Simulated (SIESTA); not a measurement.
# CsSnBr3 in SIESTA: the effect of functional

CsSnBr3:

```xyz
5
Lattice="5.8390 0.0000 0.0000 0.0000 5.8390 0.0000 0.0000 0.0000 5.8390" Properties=species:S:1:pos:R:3 pbc="T T T"
Cs    0.0000    0.0000    0.0000
Sn    2.9195    2.9195    2.9195
Br    0.0000    2.9195    2.9195
Br    2.9195    2.9195    0.0000
Br    2.9195    0.0000    2.9195
```

The cell is a database's computed one.

Alike in all runs:

```yaml
Program: SIESTA 5.4.2
Task: band structure
Basis: DZP (energy shift 0.003 Ry; two zetas on semicore shells; d shell added on Cs)
Grid_cutoff: 500 Ry
Energy_shift: 0.003 Ry
k_mesh: 5 × 5 × 5
Occupations: fermi-dirac, width 0.05 eV
Spin: no spin polarisation
```

Question: One run gave: pressure -1.8 GPa. Which functional did it use?
A. PBEsol
B. BLYP
C. vdW-DF-cx
D. AM05
E. LDA

Answer: E.

```tsv
functional	potentials or basis	pressure (GPa)
PBEsol	PseudoDojo 0.4 standard (PBEsol files)	-0.7
LDA	PseudoDojo 0.4 standard (LDA files)	-1.8
AM05	PseudoDojo 0.4 standard (PBEsol files)	0.0
BLYP	PseudoDojo 0.4 standard (PBE files)	2.4
vdW-DF-cx	PseudoDojo 0.4 standard (PBE files)	-0.3
```

Caveats: the basis of atomic orbitals isn't converged, which shifts pressures, moduli and gaps; the potentials were made for another functional, which shifts forces and pressure (some runs).
